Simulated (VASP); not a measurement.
Runs of VASP 6.6.1 on As2Pt (Sperrylite). It takes space group Pa-3 (No. 205, cubic). Conventional cell: a = 6.056 Å, b = 6.056 Å, c = 6.056 Å, α = 90.00°, β = 90.00°, γ = 90.00°. As (site symmetry 3) has 1 As at 2.44 Å and 3 Pt at 2.53 Å as nearest neighbours. Pt (site symmetry -3) has 6 As at 2.53 Å as nearest neighbours. 

| task | cell | gap on the mesh (eV) | pressure (GPa) |
| --- | --- | --- | --- |
| relaxation of the atoms | atoms relaxed | 0.52 | 0.0 |
| relaxation of the atoms | atoms relaxed from: a relaxed cell with its volume scaled by 0.96 | (a) | 6.2 |
| relaxation of the atoms | atoms relaxed from: a relaxed cell with its volume scaled by 1.04 | (b) | -4.9 |
| relaxation of the atoms | atoms relaxed from: a relaxed cell with its volume scaled by 0.98 | 0.59 | 2.9 |
| relaxation of cell and atoms | relaxed | 0.52 | 0.0 |
| relaxation of the atoms | atoms relaxed from: a relaxed cell with its volume scaled by 0.94 | 0.73 | 10.0 |
| relaxation of the atoms | atoms relaxed from: a relaxed cell with its volume scaled by 1.06 | 0.31 | -6.9 |
| relaxation of the atoms | atoms relaxed from: a relaxed cell with its volume scaled by 1.02 | 0.44 | -2.6 |

Alike in all rows: level PBE; potentials or basis VASP PAW PBE potentials, release 64 (As, Pt); no spin polarisation; k mesh 3 × 3 × 3; cutoff (eV) 300; smearing gaussian 0.03 eV.

**Question.** Fill in the values left out.

**Answer.** (a) 0.67; (b) 0.37.

Caveats: spin-orbit coupling is left out, which moves the levels of the heavy elements; an odd mesh through Γ misses points on the zone boundary, where band edges often lie; the relaxation stopped at its first step, so nothing moved (some runs).

A k mesh can miss the band edges, and the runs leave out spin-orbit coupling on As, Pt.
